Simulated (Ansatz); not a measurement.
# Mg2Ge: the cost of one run

Method: DFT PBEsol, frozen-core PAW and all-electron LAPW, scalar-relativistic unless said, in Ansatz 0.2.0.

The COD entry's cell or inner coordinates are ideal or old and differ from later refinements, so a difference from it is no clean test against experiment.

1 further run of the same task is left out (it didn't finish). Runs told in other sessions of the task aren't counted.

## Step 1: The structure to begin with

It takes space group Fm-3m (No. 225, cubic). Conventional cell: a = 6.378 Å, b = 6.378 Å, c = 6.378 Å, α = 90.00°, β = 90.00°, γ = 90.00°. Mg (site symmetry -43m) has 4 Ge at 2.76 Å in its first shell of neighbours. Ge (site symmetry m-3m) is surrounded by 8 Mg at 2.76 Å.

As a file:

```
CELL_PARAMETERS angstrom
0.00000 3.18900 3.18900
3.18900 0.00000 3.18900
3.18900 3.18900 0.00000
ATOMIC_POSITIONS crystal
Mg 0.25000 0.25000 0.25000
Mg 0.75000 0.75000 0.75000
Ge 0.00000 0.00000 0.00000
```

Cartesian axes are those of the input's lattice vectors. The structure goes back to a database entry.

## Step 2: Cell and atoms relaxed, PAW

input.yaml reads:

```yaml
crystal:
  lattice:
    - [0.0, 3.189, 3.189]
    - [3.189, 0.0, 3.189]
    - [3.189, 3.189, 0.0]
  atoms:
    - { symbol: Mg, position: [0.25, 0.25, 0.25] }
    - { symbol: Mg, position: [0.75, 0.75, 0.75] }
    - { symbol: Ge, position: [0.0, 0.0, 0.0] }
kpoints:
  mp_grid: { grid: [10, 10, 10] }
scf:
  occupations: { method: fermi_dirac, width: 0.08 }
hamiltonian:
  xc: pbesol
  pseudopotentials: { kind: paw }
relax:
  f_tol: 0.002
  max_steps: 80
  cell: {}
output:
  forces: true
  stress: true
```

Started as:

```
$ ansatz run input.yaml --threads 2 --pin off --max-ram 6144MiB --backend cpu --events-out ev --progress --plain --runs-dir out
```

**Question.** How long does this run take on 2 threads of Arm Neoverse V1, shared host, and how much memory does it need?

About 8 s, with a peak of 0.36 GiB.
